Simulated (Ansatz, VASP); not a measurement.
# Si10SbH (Si(111)-(1x1)-Sb, top site, H below): VASP beside Ansatz, part 3 of 3

Wanted: the spread between two codes on one cell, functional and k mesh. Of the first pair: The cell is taken from a series of runs on this material, whose earlier steps may have relaxed, scaled, displaced or heated it; both programs get it as it stands.

VASP 6.6.1 and Ansatz 0.2.0.

So far. Step 4 (Comparison): VASP's last cycles still show a density residual of 2e-02, so its state may not be settled. With vacuum in the cell, a pressure given here is an average over mostly empty space and none of the material.

**9. Ansatz: relaxation, PBEsol**

Level of this step: Ansatz beside VASP: Kohn-Sham DFT, plane waves, PBEsol (Ansatz).

This run makes the geometry at which the two programs are then compared.

The structure compared here is the end of the Ansatz relaxation.

The input, input.yaml:

```yaml
crystal:
  lattice:
    - [3.83958982, 0.0, 0.0]
    - [-1.91979491, 3.32518233, 0.0]
    - [0.0, 0.0, 35.3238008372]
  atoms:
    - { symbol: H, position: [0.0, 0.0, 0.2547857192] }
    - { symbol: Si, position: [0.0, 0.0, 0.2972500057] }
    - { symbol: Si, position: [0.66666667, 0.33333333, 0.3194376801] }
    - { symbol: Si, position: [0.66666667, 0.33333333, 0.3860007032] }
    - { symbol: Si, position: [0.33333333, 0.66666667, 0.4081883775] }
    - { symbol: Si, position: [0.33333333, 0.66666667, 0.4747514006] }
    - { symbol: Si, position: [0.0, 0.0, 0.496939075] }
    - { symbol: Si, position: [0.0, 0.0, 0.5635020981] }
    - { symbol: Si, position: [0.66666667, 0.33333333, 0.5856897725] }
    - { symbol: Si, position: [0.66666667, 0.33333333, 0.6522527956] }
    - { symbol: Si, position: [0.33333333, 0.66666667, 0.67444047] }
    - { symbol: Sb, position: [0.33333333, 0.66666667, 0.7452142808] }
kpoints:
  mp_grid: { grid: [12, 12, 1] }
hamiltonian:
  xc: pbesol
scf:
  occupations: { method: fermi_dirac, width: 0.1 }
  convergence: { dr2_threshold: 1.0e-08 }
efield:
  axis: 3
  dipole_correction: true
  ramp_position: 0.97
  ramp_width: 0.06
relax:
  f_tol: 0.01
  max_steps: 60
  constraints: [{ sites: [1, 2, 3, 4] }]
output:
  write_potential: true
  write_density: true
  volumetric_format: npy
```

Started as:

```bash
ansatz run input.yaml --threads 4 --pin off --max-ram 6144MiB --backend cpu --events-out ev --progress --plain --runs-dir out
```

Numbers of over 12 decimals in the logs are rounded to 6 here.

Log:

```text
[...]
Crystal: 12 atoms, lattice volume = 450.991 Å³
Basis set: ecut = 420 eV, 8783 PW (Γ), exchange–correlation on 54×54×480 points (8 copies of the dense FFT grid, shifted against one another)
Bands: 40, of which v1, the nominal top of the filled ones, is band 28 counted from 1 (27 counted from 0)
Symmetry: 6 space group operations
[...]
- { symbol: Si, position: [0.333333, 0.666667, 0.474761] }
    - { symbol: Si, position: [0, 0, 0.497010] }
    - { symbol: Si, position: [0, 0, 0.563594] }
    - { symbol: Si, position: [0.666667, 0.333333, 0.585824] }
    - { symbol: Si, position: [0.666667, 0.333333, 0.652530] }
    - { symbol: Si, position: [0.333333, 0.666667, 0.675211] }
    - { symbol: Sb, position: [0.333333, 0.666667, 0.747607] }
[key lines of the parts left out:]
SCF converged after 6 iterations
Free energy (F): -12637.769492 eV
Fermi energy:    1.210855 eV
Dipole field:    D = -0.000962 V/Å  (p = -0.002398 e·Å, saw-weighted, corrected)
Work function:   Φ+ = 4.5583 eV   Φ− = 4.5243 eV
```

**10. VASP: single point, PBEsol, relaxed cell, pair 3**

The same cell, functional, mesh and smearing now go to VASP, with its own data sets.

The input, INCAR:

```
SYSTEM = Si10SbH
PREC = Accurate
ENCUT = 400
EDIFF = 1E-06
NELM = 120
ISMEAR = -1
SIGMA = 0.1
LREAL = .FALSE.
ALGO = Normal
GGA = PS
NBANDS = 35
LORBIT = 11
LWAVE = .FALSE.
LCHARG = .FALSE.
ISIF = 2
LDIPOL = .TRUE.
IDIPOL = 3
DIPOL = 0.5 0.5 0.486
LVHAR = .TRUE.
LASPH = .TRUE.
GGA_COMPAT = .FALSE.
NELMDL = -8
KPAR = 2
```

The input, POSCAR:

```
Si10SbH
1.0
    3.8395898233      0.0000000000      0.0000000000
   -1.9197949117      3.3251823271      0.0000000000
    0.0000000000      0.0000000000     35.3238008372
H Si Sb
1 10 1
Direct
    0.0000000000      0.0000000000      0.2545809706
    0.0000000000      0.0000000000      0.2972500057
    0.6666666667      0.3333333333      0.3194376801
    0.6666666667      0.3333333333      0.3860007032
    0.3333333333      0.6666666667      0.4081883775
    0.3333333333      0.6666666667      0.4747614562
    0.0000000000      0.0000000000      0.4970095477
    0.0000000000      0.0000000000      0.5635941290
    0.6666666667      0.3333333333      0.5858239693
    0.6666666667      0.3333333333      0.6525295885
    0.3333333333      0.6666666667      0.6752107590
    0.3333333333      0.6666666667      0.7476065872
```

The input, KPOINTS:

```
Automatic mesh
0
Gamma
12 12 1
0 0 0
```

Potentials, in the order of the species: H, Si and Sb (PBE family, release 64).

Started as:

```bash
mpirun -np 2 vasp_std
```

Log:

```text
[... set-up lines as in an earlier step ...]
 entering main loop
       N       E                     dE             d eps       ncg     rms          rms(c)
DAV:   1     0.168802563898E+03    0.16880E+03   -0.13472E+04  1330   0.806E+02
DAV:   2    -0.496014034142E+02   -0.21840E+03   -0.20731E+03  1793   0.162E+02
DAV:   3    -0.655165651837E+02   -0.15915E+02   -0.15610E+02  1571   0.436E+01
DAV:   4    -0.661369496788E+02   -0.62038E+00   -0.61789E+00  2068   0.101E+01
[...]
DAV:  28    -0.644213330024E+02   -0.68177E-04   -0.54998E-04  1574   0.750E-02    0.124E-01
DAV:  29    -0.644213325922E+02    0.41015E-06   -0.21610E-05  1908   0.193E-02    0.119E-01
DAV:  30    -0.644213333902E+02   -0.79800E-06   -0.58624E-07  1073   0.391E-03
   1 F= -.64421333E+02 E0= -.64403737E+02  d E =-.351919E-01
```

Parts of OUTCAR (step 10):

```text
  Total       -2.6892489     -2.6892489      0.1069480      0.0000000      0.0000000      0.0000000
  in kB       -9.5537497     -9.5537497      0.3799403      0.0000000      0.0000000      0.0000000
  external PRESSURE =      -6.2425197 kB  Pullay stress =       0.0000000 kB

 POSITION                                       TOTAL-FORCE (eV/Angst)
 -----------------------------------------------------------------------------------
      0.00000      0.00000      8.99277         0.000000      0.000000     -0.015654
      0.00000      0.00000     10.50000         0.000000     -0.000000      0.173029
      1.91979      1.10839     11.28375        -0.000000      0.000000     -0.133963
      1.91979      1.10839     13.63501         0.000000      0.000000     -0.051734
     -0.00000      2.21679     14.41876         0.000000     -0.000000      0.019623
     -0.00000      2.21679     16.77038         0.000000      0.000000     -0.000300
      0.00000      0.00000     17.55627         0.000000     -0.000000      0.001557
      0.00000      0.00000     19.90829         0.000000      0.000000      0.000189
      1.91979      1.10839     20.69353         0.000000      0.000000     -0.000824
      1.91979      1.10839     23.04983        -0.000000      0.000000     -0.001137
     -0.00000      2.21679     23.85101        -0.000000      0.000000     -0.038866
     -0.00000      2.21679     26.40831        -0.000000      0.000000      0.048082
 -----------------------------------------------------------------------------------
    total drift:                               -0.000000      0.000000      0.002978

  FREE ENERGIE OF THE ION-ELECTRON SYSTEM (eV)
  ---------------------------------------------------
  free  energy   TOTEN  =       -64.4213333902 eV

  energy  without entropy=      -64.3861414997  energy(sigma->0) =      -64.40373744

[... 2 parts as in an earlier step ...]

[... 1 further part left out ...]
[key lines of the parts left out:]
E-fermi :   0.8211
```

**11. Side by side**

What differs besides the data sets and the points named for the pairs above, as far as they apply: the data sets hold 56 valence electrons in Ansatz (on its default PAW (the set named soft_2) files) and 46 in VASP. Total energies have different zeros and are not compared.

The two programs side by side:

```csv
quantity,Ansatz,VASP,difference
"work function, lower of the two faces (eV)",4.52,4.56,-0.04
"work function, higher of the two faces (eV)",4.56,4.59,-0.03
```

Forces on 7 of the 12 atoms, those with the largest forces and the largest differences (eV/Å; atoms numbered as in POSCAR):

```csv
atom,"Ansatz x, y, z","VASP x, y, z"
H1,"0.000, 0.000, 0.000","0.000, 0.000, -0.016"
Si2,"0.000, 0.000, 0.170","0.000, 0.000, 0.173"
Si3,"0.000, 0.000, -0.136","0.000, 0.000, -0.134"
Si4,"0.000, 0.000, -0.054","0.000, 0.000, -0.052"
Si5,"0.000, 0.000, 0.019","0.000, 0.000, 0.020"
Si11,"0.000, 0.000, 0.000","0.000, 0.000, -0.039"
Sb12,"0.000, 0.000, 0.000","0.000, 0.000, 0.048"
```

The forces differ by 11 meV/Å r.m.s., which is 27.3 % of the r.m.s. force of 0.039 eV/Å (both taken over all components). VASP's last cycles still show a density residual of 1e-02, so its state may not be settled. With vacuum in the cell, a pressure given here is an average over mostly empty space and none of the material.

**12. Results**

* difference in work function, higher of the two faces (single point, PBEsol, pair 1): -0.18 eV
* r.m.s. force difference (single point, PBEsol, start cell, pair 2): 15 meV/Å
* r.m.s. force difference (single point, PBEsol, relaxed cell, pair 3): 11 meV/Å

**Reading.** The r.m.s. force difference is 15 meV/Å (single point, PBEsol, start cell, pair 2), beyond the 12 meV/Å picked in this series as the mark of a large difference. The data sets hold unlike numbers of valence electrons (56 in Ansatz and 46 in VASP), so part of the differences comes from the potentials. Single point, PBEsol, start cell, pair 2, VASP with the data sets H, Si and Sb_d_GW: r.m.s. force difference goes from 15 to 2.3 meV/Å. Such differences can come from data sets, numerical settings and the points named under the comparisons, not from the functional's error against experiment.

[Lines on the potential files, build, host, timing and source positions are cut from VASP's logs without a mark.]

[Logs are printed without paths, hosts, clocks, repeated set-up lines and the standing remarks that a program may print on its own settings, such as how far it seeks lower states.]

[Hosts, paths, dates, database ids (printed as entryN), source tags and the programs' standing remarks are cut or masked in the printed files.]
